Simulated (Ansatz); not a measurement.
**ZnS (F-43m): the equilibrium volume**

At what volume is ZnS (F-43m) free of pressure?

Program: Ansatz 0.2.0. Level of theory: DFT PBE, scalar-relativistic, plane waves, PAW. These are calculated values, not measurements.

3 further runs of the same task are left out: 3 set aside as unsound or not needed.

## Step 1: The structure to begin with

It takes space group F-43m (No. 216, cubic). The conventional cell has a = 5.387 Å, b = 5.387 Å, c = 5.387 Å, α = 90.00°, β = 90.00°, γ = 90.00°. Zn (site symmetry -43m) is surrounded by 4 S at 2.33 Å. S (site symmetry -43m) is surrounded by 4 Zn at 2.33 Å.

Coordinates:

```
CELL_PARAMETERS angstrom
0.00000 2.69368 2.69368
2.69368 0.00000 2.69368
2.69368 2.69368 0.00000
ATOMIC_POSITIONS crystal
Zn 0.00000 0.00000 0.00000
S 0.25000 0.25000 0.25000
```

## Step 2: The first run (PBE, 6×6×6 mesh)

Input file input.yaml:

```yaml
crystal:
  lattice:
    - [0.0, 2.6936828773, 2.6936828773]
    - [2.6936828773, 0.0, 2.6936828773]
    - [2.6936828773, 2.6936828773, 0.0]
  atoms:
    - { symbol: Zn, position: [0.0, 0.0, 0.0] }
    - { symbol: S, position: [0.25, 0.25, 0.25] }
basis:
  ecutwfc: 420
kpoints:
  mp_grid: { grid: [6, 6, 6] }
hamiltonian:
  xc: pbe
scf:
  occupations: { method: gaussian, width: 0.1 }
output:
  forces: true
  stress: true
  eigenvalues: true
```

The run is started by

```console
$ ansatz run input.yaml --threads 8 --pin off --max-ram 16384MiB --backend cpu --events-out ev --progress --plain --runs-dir out
```

The runs that follow: Relaxing cell and atoms.

What does the calculation give? Wanted: volume; pressure; conventional cell; gap on the mesh.

**Answer**, as computed:

| quantity | value |
| --- | --- |
| volume | 20.150 Å³/atom |
| pressure | 0.05 GPa |
| conventional cell | a = 5.442 Å, b = 5.442 Å, c = 5.442 Å, α = 90.00°, β = 90.00°, γ = 90.00° |
| gap on the mesh | 2.02 eV |

**Reading.** Over the 2 runs shown the cell moved from 19.55 to 20.15 Å³/atom, a change of +3.1 %, where the pressure is zero within 0.05 GPa.

These are semilocal Kohn-Sham gaps, which aren't the measured quantity. Such gaps usually fall short of the measured ones.
